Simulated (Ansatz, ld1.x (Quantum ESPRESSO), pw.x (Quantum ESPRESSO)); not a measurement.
**From atom to crystal: ultrasoft potential for indium**

- Element: indium (In)
- Generator: ld1.x (Quantum ESPRESSO) 7.5
- Type: ultrasoft
- Functional: PBE
- Relativity: scalar-relativistic
- Frozen core: [Kr] 4d10
- Valence charge: 3
- Reference configuration: 5s1 5p0 (charge +2)
- Partial waves: 5s (bound): rcut 1.55, rcutus 2.05 bohr; 5s channel at 1.7 Ry: rcut 1.55, rcutus 2.05 bohr; 5p (bound, empty): rcut 2.05, rcutus 2.50 bohr; 5p channel at -0.75 Ry: rcut 2.05, rcutus 2.50 bohr; 5d channel at 0.05 Ry: rcut 1.90, rcutus 2.20 bohr; 5d channel at 2.6 Ry: rcut 1.90, rcutus 2.20 bohr
- Local potential: all-electron potential smoothed inside 2.20 bohr (lloc = -2)
- Core correction: none
- Augmentation charge: built from norm-conserving waves at rcut, not smoothed further

Crystal test: diamond In in pw.x 7.5, no spin, 8³ k-points, Fermi–Dirac smearing 0.01 Ry, cutoffs 40/600 Ry. The reference is all-electron LAPW (Ansatz 0.2.0) with the same functional, mesh and smearing; V0 and B0 come from Birch–Murnaghan fits to the pressures at five volumes. Errors are pseudo minus all-electron; Δ is the rms difference of the E(V) curves that follow from these fits, minima aligned, over ±6 % about the mean V0. Mesh and smearing are coarse, so the numbers serve the comparison and aren't converged zero-temperature values; the lattice is a test structure that the element need not adopt.

```json
{"V (Å³/atom)": "36.331", "P all-electron (GPa)": "1.25", "P pseudo (GPa)": "-5.41"}
{"V (Å³/atom)": "37.287", "P all-electron (GPa)": "0.56", "P pseudo (GPa)": "-5.72"}
{"V (Å³/atom)": "38.243", "P all-electron (GPa)": "-0.01", "P pseudo (GPa)": "-5.97"}
{"V (Å³/atom)": "39.199", "P all-electron (GPa)": "-0.49", "P pseudo (GPa)": "-6.14"}
{"V (Å³/atom)": "40.155", "P all-electron (GPa)": "-0.87", "P pseudo (GPa)": "-6.25"}
```

All-electron: a0 = 6.737 Å (V0 = 38.22 Å³/atom), B0 = 20.8 GPa.

Pseudopotential: mean pressure error (GPa): -5.99. The pressure does not cross zero within the volumes sampled, so no fit is given. This is a poor potential for the solid.

Question: At the middle volume, how do free energy and pressure move when the wave cutoff is lowered (ecutrho held at 600 Ry)?

Answer:

```csv
cutoff (Ry),shift of F (meV/atom),shift of P (GPa)
18,+17.9,-0.09
24,+3.4,+0.00
32,+1.9,+0.01
```

The run at the middle volume (29 k-points, 9 iterations) took about 28 s on one core of a shared host (Intel(R) Xeon(R) Platinum 8375C CPU @ 2.90GHz, 64 threads, 496 GiB, load 32).
